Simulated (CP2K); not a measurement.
The system is InAs.

```
In As
1.0
     4.26810    0.00000    0.00000
     2.13405    3.69628    0.00000
     2.13405    1.23209    3.48489
In As
1 1
Direct
  0.00000 0.00000 0.00000
  0.75000 0.75000 0.75000
```

Base run:

| Property | Result |
| --- | --- |
| Program | CP2K 2026.2 |
| Functional | PBE |
| Potentials or basis | POTENTIAL_UZH In GTH-PBE-q13, As GTH-PBE-q5; ccGRB-D basis |
| Density cutoff | 6123 eV |
| k mesh | 8 × 8 × 8 |
| Occupations | fermi-dirac, width 0.05 eV |
| Spin | no spin polarisation |

Its results: band gap on the k mesh none (metal or under the smearing width); pressure 6.1 GPa.

The run is repeated on the same cell with these changes: potentials or basis from POTENTIAL_UZH In GTH-PBE-q13, As GTH-PBE-q5; ccGRB-D basis to POTENTIAL_UZH In GTH-PBE-q13, As GTH-PBE-q5; TZVP-MOLOPT-PBE-GTH basis; basis sets from In ccGRB-D-q13, As ccGRB-D-q5 to In TZVP-MOLOPT-PBE-GTH-q13, As TZVP-MOLOPT-PBE-GTH-q5. What comes out?

Band gap on the k mesh none (metal or under the smearing width); pressure 4.8 GPa.

Caveats: spin-orbit coupling is left out, which moves the levels of the heavy elements; the basis of atomic orbitals isn't converged, which shifts pressures, moduli and gaps.
